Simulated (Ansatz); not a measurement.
# CdS (Greenockite) (P6_3mc) in Ansatz: a series of runs

One crystal, CdS (Greenockite), is run at these levels: PBEsol, BLYP+D4, PBE; tasks: relaxation of cell and atoms, single point.

Program: Ansatz 0.2.0. These are calculated values, not measurements. Logs are shortened: lines on timing, memory, paths and dates and some standing lists are left out, and cuts for length are marked.

**Measured values to compare with.**

“Isotope dependence of band-gap energy”, 2008, arxiv:0807.2152 quotes, for a bulk crystal of CdS: band gap 2.5809 ± 0.0002 eV.

The runs below are set against these values where they give the same quantity.

**1. The crystal as given**

Symmetry: P6_3mc, No. 186, hexagonal system. The conventional cell has a = 4.150 Å, b = 4.150 Å, c = 6.737 Å, α = 90.00°, β = 90.00°, γ = 120.00°. Around Cd (site symmetry 3m) lie 4 S at 2.53 to 2.54 Å. S (site symmetry 3m) has 4 Cd at 2.53 to 2.54 Å as nearest neighbours.

**2. Relaxation of cell and atoms, PBEsol**

input.yaml reads:

```yaml
crystal:
  lattice:
    - [4.15, 0.0, 0.0]
    - [-2.075, 3.5940054257, 0.0]
    - [0.0, 0.0, 6.737]
  atoms:
    - { symbol: Cd, position: [0.6666666667, 0.3333333333, 0.5] }
    - { symbol: Cd, position: [0.3333333333, 0.6666666667, 0.0] }
    - { symbol: S, position: [0.6666666667, 0.3333333333, 0.875] }
    - { symbol: S, position: [0.3333333333, 0.6666666667, 0.375] }
hamiltonian:
  xc: pbesol
  pseudopotentials: { kind: paw }
kpoints:
  mp_grid: { grid: [7, 7, 4] }
scf:
  occupations: { method: fermi_dirac, width: 0.05 }
output:
  forces: true
  stress: true
  write_density: true
  write_potential: true
  elf: true
  volumetric_format: npy
relax:
  f_tol: 0.01
  max_steps: 40
  cell: { stress_tol: 0.05 }
```

Potentials or basis: Ansatz PAW.

The run is started by

```bash
$ ansatz run input.yaml --threads 2 --pin off --max-ram 5120MiB --backend cpu --events-out ev --progress --plain --runs-dir out
```

What it wrote:

```text
Warning: RAYON_NUM_THREADS=2 ignored (pool sized by the plan → 2); use --threads N
Engine: ansatz 0.2.0, aarch64-unknown-linux-gnu
Pseudopotentials: kind: paw
Pseudopotential: Cd, paw, valence charge 20, recommended cutoff 420 eV (normal), Cd.paw.azcp
Pseudopotential: S, paw, valence charge 6, recommended cutoff 420 eV (normal), S.paw.azcp
Functional definition: PBEsol
  exchange = pbesol_x
  correlation = pbesol_c
Crystal: 4 atoms, lattice volume = 100.483 Å³
Basis set: ecut = 420 eV, 1973 PW (Γ), exchange–correlation on 60×60×96 points (8 copies of the dense FFT grid, shifted against one another)
Bands: 32, of which v1, the nominal top of the filled ones, is band 26 counted from 1 (25 counted from 0)
Symmetry: 12 space group operations
Space group: P63mc (ITA 186), of the structure as read, at distance tolerance 4.6e-5 Å
k-points: 24 of 196 (time reversal used)
Non-local potential: Cd, projectors of the file, l = 0: 3, l = 1: 2, l = 2: 2, l = 3: 1
Non-local potential: S, projectors of the file, l = 0: 2, l = 1: 2, l = 2: 2
PAW form: soft (Blöchl's): semilocal exchange-correlation on the pseudo side does not see the compensation charge
PAW frozen core: Cd, regenerated for the run's functional, and the local potential with it (the file was generated under x = pbe(κ = 0.804, μ = 0.2195149727645171), c = pbe(β = 0.06672455060314922))
PAW frozen core: S, regenerated for the run's functional, and the local potential with it (the file was generated under x = pbe(κ = 0.804, μ = 0.2195149727645171), c = pbe(β = 0.06672455060314922))
PAW one-centre angular grid: Cd, 590 points (default); XC on 64 Gauss nodes
PAW one-centre angular grid: S, 110 points (default); XC on 64 Gauss nodes
Initial density: superposition of atomic densities (neutral atoms: chi_scale 0, normalization atom), corrected by the library's trained network
Initial wavefunctions: pseudopotential atomic-orbital guess
Functional: x = pbesol(κ = 0.804, μ = 0.12345679012345678), c = pbesol(β = 0.046)
SCF iter   1: F=—  HF=-18140.456597 eV  |F-HF|=—  |Δ(HF+E_count)|=         —  Δρ=5.19e-3  dr2=3.68e-2  ethr=1.77e-3  ⟨swp⟩=6.1  Hψ=3067  notcnv=0
preconditioner: auto → Resta (q_TF=auto, 2.445 Å⁻¹)  ε∞=4.7  [insulator: Δε(μ)=0.987 eV  Ē_g=11.482 eV  σ=0.050 eV  W_gap=1.00  n_scr=22 (ndim 8)  ℏωp=22.2 eV  f_vac=0.131  D(μ)=0.00/eV (n_scr^D=0)  ε∞_Penn≈4.7]
SCF iter   2: F=—  HF=-18140.447509 eV  |F-HF|=—  |Δ(HF+E_count)|=   9.09e-3  Δρ=1.98e-3  dr2=6.29e-3  ethr=7.07e-5  ⟨swp⟩=2.5  Hψ=1404  notcnv=0  defer=2
SCF iter   3: F=—  HF=-18140.445916 eV  |F-HF|=—  |Δ(HF+E_count)|=   1.59e-3  Δρ=4.70e-4  dr2=2.61e-4  ethr=1.21e-5  ⟨swp⟩=2.0  Hψ=1115  notcnv=0  defer=2
SCF iter   4: F=—  HF=-18140.445993 eV  |F-HF|=—  |Δ(HF+E_count)|=   7.74e-5  Δρ=2.05e-4  dr2=5.99e-5  ethr=5.03e-7  ⟨swp⟩=2.8  Hψ=1197  notcnv=0  defer=2
SCF iter   5: F=—  HF=-18140.446072 eV  |F-HF|=—  |Δ(HF+E_count)|=   7.88e-5  Δρ=5.14e-5  dr2=3.74e-6  ethr=1.15e-7  ⟨swp⟩=2.6  Hψ=1244  notcnv=0  defer=2
SCF iter   6: F=—  HF=-18140.446080 eV  |F-HF|=—  |Δ(HF+E_count)|=   7.80e-6  Δρ=1.41e-5  dr2=2.91e-7  ethr=7.18e-9  ⟨swp⟩=2.0  Hψ=1160  notcnv=0  defer=2
SCF iter   7: F=-18140.446080 eV  HF=-18140.446080 eV  |F-HF|=3.67e-8  |Δ(HF+E_count)|=   6.81e-7  Δρ=3.13e-6  dr2=1.42e-8  ethr=1.92e-10  ⟨swp⟩=8.4  Hψ=4476  notcnv=0
SCF 1 converged in 7 iterations: F = -18140.446080 eV  dr2 = 1.42e-8
relax step   1: F+E_penalty+E_count = -18140.44608035 eV  Δ(F+E_penalty+E_count) = +0.000e0 eV  max|allowed force component| = 6.528e-2 eV/Å  Δτ_max = 0.0000 Å  P = -0.979 GPa  Ω = 100.483 Å³  (7 SCF iters, dr2 threshold 1.00e-7 eV, accepted)
Crystal: 4 atoms, lattice volume = 98.753 Å³
Basis set: ecut = 420 eV, 1943 PW (Γ), exchange–correlation on 60×60×96 points (8 copies of the dense FFT grid, shifted against one another)
Initial density: handed on by an earlier stage of this run
Initial wavefunctions: those handed on with the density
iter 1 solved again at ethr=6.17e-7 eV; its pass at ethr=3.10e-3 eV (dr2=3.21e-4 eV) is discarded
SCF iter   1: F=—  HF=-18140.452405 eV  |F-HF|=—  |Δ(HF+E_count)|=         —  Δρ=5.46e-4  dr2=3.45e-4  ethr=6.17e-7  ⟨swp⟩=2.0  Hψ=3636  notcnv=0
preconditioner: auto → Resta (q_TF=auto, 2.452 Å⁻¹)  ε∞=4.7  [insulator: Δε(μ)=1.095 eV  Ē_g=11.586 eV  σ=0.050 eV  W_gap=1.00  n_scr=22 (ndim 8)  ℏωp=22.4 eV  f_vac=0.112  D(μ)=0.00/eV (n_scr^D=0)  ε∞_Penn≈4.7]
SCF iter   2: F=—  HF=-18140.452339 eV  |F-HF|=—  |Δ(HF+E_count)|=   6.64e-5  Δρ=2.51e-4  dr2=8.31e-5  ethr=6.17e-7  ⟨swp⟩=2.0  Hψ=898  notcnv=0
SCF iter   3: F=—  HF=-18140.452331 eV  |F-HF|=—  |Δ(HF+E_count)|=   8.16e-6  Δρ=8.10e-5  dr2=9.88e-6  ethr=1.60e-7  ⟨swp⟩=2.0  Hψ=907  notcnv=0
SCF iter   4: F=—  HF=-18140.452336 eV  |F-HF|=—  |Δ(HF+E_count)|=   4.66e-6  Δρ=3.03e-5  dr2=1.19e-6  ethr=1.90e-8  ⟨swp⟩=3.0  Hψ=1374  notcnv=0
SCF iter   5: F=-18140.452337 eV  HF=-18140.452337 eV  |F-HF|=1.85e-7  |Δ(HF+E_count)|=   9.73e-7  Δρ=1.07e-5  dr2=1.03e-7  ethr=7.69e-10  ⟨swp⟩=8.0  Hψ=4502  notcnv=0
SCF 2 converged in 5 iterations: F = -18140.452337 eV  dr2 = 1.03e-7
relax step   2: F+E_penalty+E_count = -18140.45233677 eV  Δ(F+E_penalty+E_count) = -6.256e-3 eV  max|allowed force component| = 2.234e-2 eV/Å  Δτ_max = 0.0027 Å  P = +0.041 GPa  Ω = 98.753 Å³  energy of the carried Pulay correction = +2.435e-4 eV  (5 SCF iters, dr2 threshold 4.00e-7 eV, accepted)
Crystal: 4 atoms, lattice volume = 98.801 Å³
iter 1 solved again at ethr=9.89e-9 eV; its pass at ethr=3.10e-3 eV (dr2=5.14e-6 eV) is discarded
SCF iter   1: F=—  HF=-18140.452414 eV  |F-HF|=—  |Δ(HF+E_count)|=         —  Δρ=9.26e-5  dr2=5.31e-6  ethr=9.89e-9  ⟨swp⟩=2.8  Hψ=3512  notcnv=0
preconditioner: auto → Resta (q_TF=auto, 2.451 Å⁻¹)  ε∞=4.7  [insulator: Δε(μ)=1.091 eV  Ē_g=11.586 eV  σ=0.050 eV  W_gap=1.00  n_scr=22 (ndim 8)  ℏωp=22.4 eV  f_vac=0.113  D(μ)=0.00/eV (n_scr^D=0)  ε∞_Penn≈4.7]
SCF iter   2: F=—  HF=-18140.452425 eV  |F-HF|=—  |Δ(HF+E_count)|=   1.04e-5  Δρ=4.76e-5  dr2=1.31e-6  ethr=9.89e-9  ⟨swp⟩=2.1  Hψ=1130  notcnv=0
SCF iter   3: F=—  HF=-18140.452424 eV  |F-HF|=—  |Δ(HF+E_count)|=   1.90e-7  Δρ=7.40e-6  dr2=5.95e-8  ethr=2.51e-9  ⟨swp⟩=2.0  Hψ=1089  notcnv=0
SCF iter   4: F=-18140.452424 eV  HF=-18140.452424 eV  |F-HF|=1.42e-9  |Δ(HF+E_count)|=   1.98e-8  Δρ=2.19e-6  dr2=5.15e-9  ethr=9.96e-11  ⟨swp⟩=7.0  Hψ=3931  notcnv=0
SCF 3 converged in 4 iterations: F = -18140.452424 eV  dr2 = 5.15e-9
relax step   3: F+E_penalty+E_count = -18140.45242442 eV  Δ(F+E_penalty+E_count) = -8.765e-5 eV  max|allowed force component| = 7.962e-3 eV/Å  Δτ_max = 0.0013 Å  P = +0.011 GPa  Ω = 98.801 Å³  energy of the carried Pulay correction = +2.365e-4 eV  (4 SCF iters, dr2 threshold 5.18e-8 eV, accepted)
Basis set: ecut = 420 eV, 1943 PW (Γ), exchange–correlation on 60×60×90 points (8 copies of the dense FFT grid, shifted against one another)
Initial wavefunctions: pseudopotential atomic-orbital guess (no wavefunctions were taken with the density)
iter 1 solved again at ethr=1.26e-7 eV; its pass at ethr=3.10e-3 eV (dr2=6.56e-5 eV) is discarded
SCF iter   1: F=—  HF=-18140.452225 eV  |F-HF|=—  |Δ(HF+E_count)|=         —  Δρ=2.78e-5  dr2=1.29e-7  ethr=1.26e-7  ⟨swp⟩=3.0  Hψ=5088  notcnv=0
preconditioner: auto → Resta (q_TF=auto, 2.451 Å⁻¹)  ε∞=4.7  [insulator: Δε(μ)=1.091 eV  Ē_g=11.586 eV  σ=0.050 eV  W_gap=1.00  n_scr=22 (ndim 8)  ℏωp=22.4 eV  f_vac=0.114  D(μ)=0.00/eV (n_scr^D=0)  ε∞_Penn≈4.7]
SCF iter   2: F=—  HF=-18140.452180 eV  |F-HF|=—  |Δ(HF+E_count)|=   4.50e-5  Δρ=1.31e-5  dr2=3.74e-8  ethr=2.48e-10  ⟨swp⟩=2.0  Hψ=1257  notcnv=0
SCF iter   3: F=—  HF=-18140.452180 eV  |F-HF|=—  |Δ(HF+E_count)|=   1.92e-8  Δρ=3.35e-6  dr2=2.38e-9  ethr=7.20e-11  ⟨swp⟩=2.3  Hψ=1141  notcnv=0
SCF iter   4: F=—  HF=-18140.452180 eV  |F-HF|=—  |Δ(HF+E_count)|=   1.31e-9  Δρ=3.68e-7  dr2=1.45e-10  ethr=4.58e-12  ⟨swp⟩=3.0  Hψ=1548  notcnv=0
SCF iter   5: F=-18140.452180 eV  HF=-18140.452180 eV  |F-HF|=2.91e-11  |Δ(HF+E_count)|=  1.56e-10  Δρ=1.02e-7  dr2=1.95e-11  ethr=1.00e-12  ⟨swp⟩=5.8  Hψ=3043  notcnv=0
SCF 4 converged in 5 iterations: F = -18140.452180 eV  dr2 = 1.95e-11
relax step   4: F+E_penalty+E_count = -18140.45218037 eV  Δ(F+E_penalty+E_count) = +2.441e-4 eV  max|allowed force component| = 7.963e-3 eV/Å  Δτ_max = 0.0000 Å  P = +0.013 GPa  Ω = 98.801 Å³  stress off target by 3.28e-2 GPa  SCF on the basis re-selected at this cell (its energy is not comparable with the rows above)  (5 SCF iters)
basis re-selected at this cell: Δ(F+E_penalty+E_count) = +2.441e-4 eV, ΔP = +0.001 GPa vs the last step (what re-selecting the basis moved, of the pressure what is left beyond the Pulay correction that the steps carried, after the strain that the cell walked since its last selection, with what the two solves' SCF thresholds leave and, on support functions, any second-order correction that the steps lacked; it is no measure of the basis error at this ecutwfc). The dense FFT grid was sized anew with the basis: this SCF ran on 30×30×45 points, the steps before it on 30×30×48, so part of this shift can come from that change (see relax.cell in the input reference). This SCF's stress stands 3.28e-2 GPa from its target on what of the cell is left free (relax.cell.stress_tol is 5.00e-2 GPa) and its largest allowed force component is 7.96e-3 eV/Å (relax.f_tol is 1.00e-2 eV/Å): within both
SCF converged after 5 iterations
Free energy (F): -18140.452180 eV
Harris-Foulkes:  -18140.452180 eV  (|F-HF|=2.91e-11)
Internal energy: -18140.452180 eV  (E = F + TS)
E sigma→0 (E₀):  -18140.452180 eV
Entropy (-TS):   -0.000000 eV (-0.000 meV/atom)
Fermi energy:    7.439595 eV
--- Per-component energies (eV) ---
  E_band       = -1015.294825
  E_kinetic    = 1222.747810
  E_local      = -8022.764434  (includes V_loc(G=0)·N_el)
  E_nonlocal   = 130.864098
  E_hartree    = 3679.765038
  E_xc         = -542.567435
  E_vxc        = -616.039469  (∫ρ·V_xc dr)
  E_paw        = -9196.461370  (= ΣΔE_a)
  E_vpaw       = -1089.632902  (= ΣTr[D̂ρ^β])
  E_aug_tail   = 0.000029  (compensation charges beyond the density's cutoff)
  E_ewald      = -5412.843735
  E_core_change = 0.807818  (= ΣΔE_core)
  E_smearing   = -0.000000  (= −TS)
  E_closure    = -0.000000  (closes the sum)
  Σ components = -18140.452180   (vs F -18140.452180, Δ=0.00e0)
--- Forces (eV/Å), atoms counted from 1 ---
  atom   1  Cd     0.00000000     0.00000000    -0.00796290
  atom   2  Cd     0.00000000    -0.00000000    -0.00796290
  atom   3  S      0.00000000     0.00000000     0.00796400
  atom   4  S      0.00000000    -0.00000000     0.00796400
  max |Σ_I F_I| component: 2.20e-6 eV/Å
--- Stress (GPa, compression-positive) ---
        0.002340       0.000000       0.000000
        0.000000       0.002340       0.000000
        0.000000       0.000000       0.032828
  P = ⅓ Tr σ = 0.0125 GPa (0.125 kbar)
--- Band table (eV; the first three rows and the last of 24) ---
  k-point 0: bands = ["-94.3356", "-94.3356", "-55.4384", "-55.4384", "-55.4383", "-55.4382", "-55.4382", "-55.4377", "-5.5452", "-5.0937", "-0.8578", "-0.8481", "-0.8481", "-0.7611", "-0.7611", "-0.4177", "-0.4177", "-0.3223", "-0.3223", "0.0238", "2.3765", "6.0861", "6.0861", "6.8142", "6.8649", "6.8649", "7.9563", "9.5494", "13.2261", "13.2261", "13.5103", "14.3351"]
  k-point 1: bands = ["-94.3356", "-94.3356", "-55.4383", "-55.4383", "-55.4383", "-55.4383", "-55.4382", "-55.4378", "-5.4778", "-5.1575", "-0.8389", "-0.8389", "-0.8131", "-0.7775", "-0.7775", "-0.4007", "-0.4007", "-0.3331", "-0.3331", "-0.2634", "3.0158", "5.7829", "6.1933", "6.1933", "6.7434", "6.7434", "8.8717", "9.6255", "13.0217", "13.2951", "13.2951", "13.8217"]
  k-point 2: bands = ["-94.3356", "-94.3356", "-55.4383", "-55.4383", "-55.4383", "-55.4383", "-55.4380", "-55.4380", "-5.3159", "-5.3159", "-0.8117", "-0.8117", "-0.8117", "-0.8117", "-0.6327", "-0.6327", "-0.3639", "-0.3639", "-0.3639", "-0.3639", "4.3337", "4.3337", "6.4613", "6.4613", "6.4613", "6.4613", "9.6213", "9.6213", "12.9064", "12.9064", "13.5747", "13.5747"]
  k-point 23: bands = ["-94.3356", "-94.3356", "-55.4388", "-55.4388", "-55.4386", "-55.4386", "-55.4379", "-55.4379", "-4.9996", "-4.9996", "-0.6725", "-0.6725", "-0.6400", "-0.6400", "-0.4438", "-0.4438", "-0.3744", "-0.3744", "0.1388", "0.1388", "2.7919", "2.7919", "4.5096", "4.5096", "5.6843", "5.6843", "11.1014", "11.1014", "12.7648", "12.7648", "13.3220", "13.3220"]
--- Relaxed structure (3 steps of the walk, 3 accepted, 1 SCFs on fresh bases) ---
  F+E_penalty+E_count = -18140.45218037 eV   max|allowed force component| = 7.963e-3 eV/Å   (the final SCF, on the basis selected at the relaxed cell)
  cell:  # Å, volume = 98.8013 Å³
    - [4.122890511051247, 0.0, -6.2899676126242025e-18]
    - [-2.0614452555256233, 3.570527919592186, 3.1449838063121012e-18]
    - [-1.021096670030873e-17, 1.4884741728944265e-33, 6.711634705608305]
  atoms:
    - { symbol: Cd, position: [0.6666666666666666, 0.3333333333333333, 0.4994143615553794] }
    - { symbol: Cd, position: [0.3333333333333333, 0.6666666666666666, -0.0005856384446206393] }
    - { symbol: S, position: [0.6666666666666666, 0.3333333333333333, 0.8755856384446207] }
    - { symbol: S, position: [0.3333333333333333, 0.6666666666666666, 0.3755856384446206] }
```

Run time: 14 s. Hardware: 2 threads of Arm Neoverse V1, shared host; peak memory 0.37 GiB.

Results:

- Free energy: -18140.4522 eV
- Relaxed volume: 24.70 Å³/atom
- Relaxed cell: a = 4.123 Å, b = 4.123 Å, c = 6.712 Å, α = 90.00°, β = 90.00°, γ = 120.00°
- Space group after relaxing (to 0.05 Å): P6_3mc (No. 186)
- Energy gained by relaxing: 1.5 meV/atom
- Ionic steps: 4
- Pressure after relaxing: 0.0 GPa
- Largest force after relaxing: 0.008 eV/Å
- Band gap on the k mesh: 1.09 eV, direct

Forces on the atoms (eV/Å):
```
Cd   0.000  0.000 -0.008
Cd   0.000  0.000 -0.008
S    0.000  0.000  0.008
S    0.000  0.000  0.008
```

Step by step:
| step | energy change (eV) | largest force (eV/Å) | volume (Å³) |
| --- | --- | --- | --- |
| 1 | 0.0000 | 0.0653 | 100.48 |
| 2 | -0.0063 | 0.0224 | 98.75 |
| 3 | -0.0063 | 0.0080 | 98.80 |
| 4 | -0.0061 | 0.0080 | 98.80 |

Final structure:
```xyz
4
Lattice="4.1229 0.0000 0.0000 -2.0614 3.5705 0.0000 0.0000 0.0000 6.7116" Properties=species:S:1:pos:R:3 pbc="T T T"
Cd    2.0614    1.1902    3.3519
Cd    0.0000    2.3804   -0.0039
S     2.0614    1.1902    5.8766
S     0.0000    2.3804    2.5208
```

Levels at points of the mesh, in eV from the valence-band top:
| k point | band 22 | band 23 | band 24 | band 25 | band 26 | band 27 | band 28 | band 29 | band 30 | band 31 |
| --- | --- | --- | --- | --- | --- | --- | --- | --- | --- | --- |
| (0.00, 0.00, 0.00) | -0.78 | -0.78 | -0.05 | 0.00 | 0.00 | 1.09 | 2.68 | 6.36 | 6.36 | 6.65 |
| (0.00, 0.00, -0.50) | -2.53 | -0.40 | -0.40 | -0.40 | -0.40 | 2.76 | 2.76 | 6.04 | 6.04 | 6.71 |

Caveat: odd divisions of the mesh miss points on the zone boundary, where band edges often lie, so the gap on the mesh can be too wide; the plane-wave basis is chosen anew once the cell has moved, so the energies of steps on either side of that aren't comparable; the PAW data sets come from PBE, with cores solved anew for the run's functional, which leaves a small shift of forces and pressure. PBEsol gaps usually lie below the measured ones, often by a third to a half.

**3. Relaxation of cell and atoms, BLYP+D4**

Edit input.yaml of step 2 so:

```diff
@@ -11,4 +11,5 @@
 hamiltonian:
-  xc: pbesol
+  xc: blyp
   pseudopotentials: { kind: paw }
+  dispersion: d4
 kpoints:
@@ -20,6 +21,2 @@
   stress: true
-  write_density: true
-  write_potential: true
-  elf: true
-  volumetric_format: npy
 relax:
```

Potentials or basis: Ansatz PAW.

The run is started by

```bash
$ ansatz run input.yaml --threads 2 --pin off --max-ram 5120MiB --backend cpu --events-out ev --progress --plain --runs-dir out
```

It took 12 s on 2 threads of Arm Neoverse V1, shared host; peak memory 0.36 GiB.

The run converged. Its results:

- Free energy: -18358.4063 eV
- Relaxed volume: 25.55 Å³/atom
- Relaxed cell: a = 4.164 Å, b = 4.164 Å, c = 6.805 Å, α = 90.00°, β = 90.00°, γ = 120.00°
- Space group after relaxing (to 0.05 Å): P6_3mc (No. 186)
- Energy gained by relaxing: 1.6 meV/atom
- Ionic steps: 4
- Pressure after relaxing: 0.0 GPa
- Largest force after relaxing: 0.006 eV/Å
- Band gap on the k mesh: 1.09 eV

Forces on the atoms (eV/Å):
```
Cd   0.000  0.000 -0.006
Cd   0.000  0.000 -0.006
S    0.000  0.000  0.006
S    0.000  0.000  0.006
```

The path:
| step | energy change (eV) | largest force (eV/Å) | volume (Å³) |
| --- | --- | --- | --- |
| 1 | 0.0000 | 0.0635 | 100.48 |
| 2 | -0.0060 | 0.0156 | 102.23 |
| 3 | -0.0061 | 0.0056 | 102.20 |
| 4 | -0.0064 | 0.0056 | 102.20 |

Final structure:
```
Cd S
1.0
     4.16425    0.00000    0.00000
    -2.08213    3.60635    0.00000
     0.00000    0.00000    6.80535
Cd S
2 2
Direct
  0.66667 0.33333 0.49996
  0.33333 0.66667 0.99996
  0.66667 0.33333 0.87504
  0.33333 0.66667 0.37504
```

Caveat: odd divisions of the mesh miss points on the zone boundary, where band edges often lie, so the gap on the mesh can be too wide; the plane-wave basis is chosen anew once the cell has moved, so the energies of steps on either side of that aren't comparable; the PAW data sets come from PBE, with cores solved anew for the run's functional, which leaves a small shift of forces and pressure.

**4. Single point, PBE**

Edit input.yaml of step 3 so:

```diff
@@ -11,5 +11,4 @@
 hamiltonian:
-  xc: blyp
+  xc: pbe
   pseudopotentials: { kind: paw }
-  dispersion: d4
 kpoints:
@@ -18,2 +17,4 @@
   occupations: { method: fermi_dirac, width: 0.05 }
+basis:
+  ecutwfc: "500 eV"
 output:
@@ -21,5 +22,2 @@
   stress: true
-relax:
-  f_tol: 0.01
-  max_steps: 40
-  cell: { stress_tol: 0.05 }
+  eigenvalues: true
```

The run is started by

```bash
$ ansatz run input.yaml --threads 2 --pin off --max-ram 5120MiB --backend cpu --events-out ev --progress --plain --runs-dir out
```

It took 4.4 s on 2 threads of Arm Neoverse V1, shared host; peak memory 0.37 GiB.

The run converged. Its results:

```
Free energy            : -18315.6426 eV
Pressure               : 2.1 GPa
Largest force          : 0.068 eV/Å
Band gap on the k mesh : 1.20 eV, direct
```

Forces in eV/Å, atoms in the order of the input:
```
Cd   0.000  0.000 -0.068
Cd   0.000  0.000 -0.068
S    0.000  0.000  0.068
S    0.000  0.000  0.068
```

Stress tensor (GPa, compression positive):
```
1.86 0.00 0.00
0.00 1.86 0.00
0.00 0.00 2.50
```

Levels at points of the mesh, in eV from the valence-band top:
| k point | band 22 | band 23 | band 24 | band 25 | band 26 | band 27 | band 28 | band 29 | band 30 | band 31 |
| --- | --- | --- | --- | --- | --- | --- | --- | --- | --- | --- |
| (0.00, 0.00, 0.00) | -0.76 | -0.76 | -0.04 | 0.00 | 0.00 | 1.20 | 2.79 | 6.46 | 6.46 | 6.79 |
| (0.00, 0.00, -0.50) | -2.45 | -0.39 | -0.39 | -0.39 | -0.39 | 2.84 | 2.84 | 6.17 | 6.17 | 6.81 |

Caveat: odd divisions of the mesh miss points on the zone boundary, where band edges often lie, so the gap on the mesh can be too wide.

**5. Summary**

```tsv
task	level	cell	cutoff (eV)	gap on the mesh (eV)	pressure (GPa)	relaxed volume (Å³/atom)	largest force (eV/Å)
relaxation of cell and atoms	PBEsol	relaxed	420	1.09	0.0	24.70	0.01
relaxation of cell and atoms	BLYP+D4	relaxed	420	1.09	0.0	25.55	0.01
single point	PBE	as given	500	1.20	2.1	-	0.07
```

Alike in all rows: potentials or basis Ansatz PAW; no spin polarisation; k mesh 7 × 7 × 4; smearing fermi-dirac 0.05 eV.

Caveats: odd divisions of the mesh miss points on the zone boundary, where band edges often lie, so the gap on the mesh can be too wide; the plane-wave basis is chosen anew once the cell has moved, so the energies of steps on either side of that aren't comparable (some runs); the PAW data sets come from PBE, with cores solved anew for the run's functional, which leaves a small shift of forces and pressure (some runs).

Absolute energies hang on the potentials; compare differences alone.

**6. How close it comes**

Step 4. Measured gap of CdS: 2.5809 eV (quoted in “Isotope dependence of band-gap energy”, 2008, arxiv:0807.2152). This calculation gives 1.20 eV (-1.38 eV). So large a miss can be the level of theory's own, or it may mean another phase, state or a wrong row. Spin-orbit coupling on Cd is left out. The value is that of PBE, without temperature or zero-point motion. Semilocal functionals fall short of measured gaps as a rule.
